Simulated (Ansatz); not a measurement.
Input and command of a plane-wave DFT calculation in Ansatz:

```yaml
crystal:
  lattice:
    - [3.2063198354, 0.0, 0.0]
    - [-1.6031599177, 2.7767544301, 0.0]
    - [0.0, 0.0, 4.8887404327]
  atoms:
    - { symbol: Ti, position: [0.6666666667, 0.3333333333, 0.2707615662] }
    - { symbol: Ti, position: [0.3333333333, 0.6666666667, 0.7292384338] }
    - { symbol: O, position: [0.0, 0.0, 0.0] }
basis:
  ecutwfc: 500
kpoints:
  mp_grid: { grid: [18, 18, 10] }
hamiltonian:
  xc: r2scan
  hubbard: { sites: [{ species: Ti, l: d, u_eff: 4.0 }] }
scf:
  occupations: { method: gaussian, width: 0.15 }
output:
  forces: true
  stress: true
  eigenvalues: true
```

```bash
ansatz run input.yaml --threads 2 --pin off --max-ram 5120MiB --backend cpu --events-out ev --progress --plain --runs-dir out
```

Processor: Intel(R) Xeon(R) 6975P-C (Granite Rapids), 2 threads, on a host shared with other jobs.

How long does it run, and how much memory does it take?

About 13 s on 2 threads of Intel(R) Xeon(R) 6975P-C (Granite Rapids) (shared host), peak memory 0.96 GiB. It solves 19 bands at 330 k points (the mesh reduced by symmetry) with about 1103 plane waves, in 11 SCF iterations.
